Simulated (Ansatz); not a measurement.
## What a change of settings does to a run on ZrS

The cell is COD entry 9008781, as deposited and not checked against the literature; nothing was relaxed. It differs from other determinations.

First run: DFT, PBEsol, all-electron LAPW, scalar-relativistic (Ansatz 0.2.0).

Command: `ansatz run input.yaml --threads 1 --pin off --max-ram 2048MiB --backend cpu --events-out ev --progress --plain --runs-dir out` The run took 10 s on 1 thread of Arm Neoverse V1, on a shared host, peak memory 0.29 GiB.

```yaml
crystal:
  lattice:
    - [0.0, 2.625, 2.625]
    - [2.625, 0.0, 2.625]
    - [2.625, 2.625, 0.0]
  atoms:
    - { symbol: Zr, position: [0.0, 0.0, 0.0] }
    - { symbol: S, position: [0.5, 0.5, 0.5] }
kpoints:
  mp_grid: { grid: [9, 9, 9] }
  band_path:
    path:
      - [0.0, 0.0, 0.0]
      - [0.5, 0.0, 0.5]
      - [0.625, 0.25, 0.625]
      - [0.375, 0.375, 0.75]
      - [0.0, 0.0, 0.0]
      - [0.5, 0.5, 0.5]
      - [0.5, 0.25, 0.75]
      - [0.5, 0.0, 0.5]
    npoints: 5
scf:
  occupations: { method: fermi_dirac, width: 0.03 }
hamiltonian:
  xc: pbesol
  pseudopotentials: { kind: all_electron, lapw: { basis_error: 0.0005 } }
output:
  forces: true
  stress: true
  eigenvalues: true
```

Result: converged; pressure -6.48 GPa; no gap on the k mesh; 6 SCF iterations.

The input is then changed:

```diff
@@ -21,8 +21,9 @@
     npoints: 5
 scf:
-  occupations: { method: fermi_dirac, width: 0.03 }
+  occupations: { method: cold, width: 0.3 }
 hamiltonian:
   xc: pbesol
   pseudopotentials: { kind: all_electron, lapw: { basis_error: 0.0005 } }
+  hubbard: { sites: [{ species: Zr, l: d, u_eff: 5.0 }], double_counting: fll }
 output:
   forces: true
```

Q: What does the second run give?

A: It converged; pressure -0.55 GPa; no gap on the k mesh; 9 SCF iterations. Some of these settings are too coarse for converged properties.
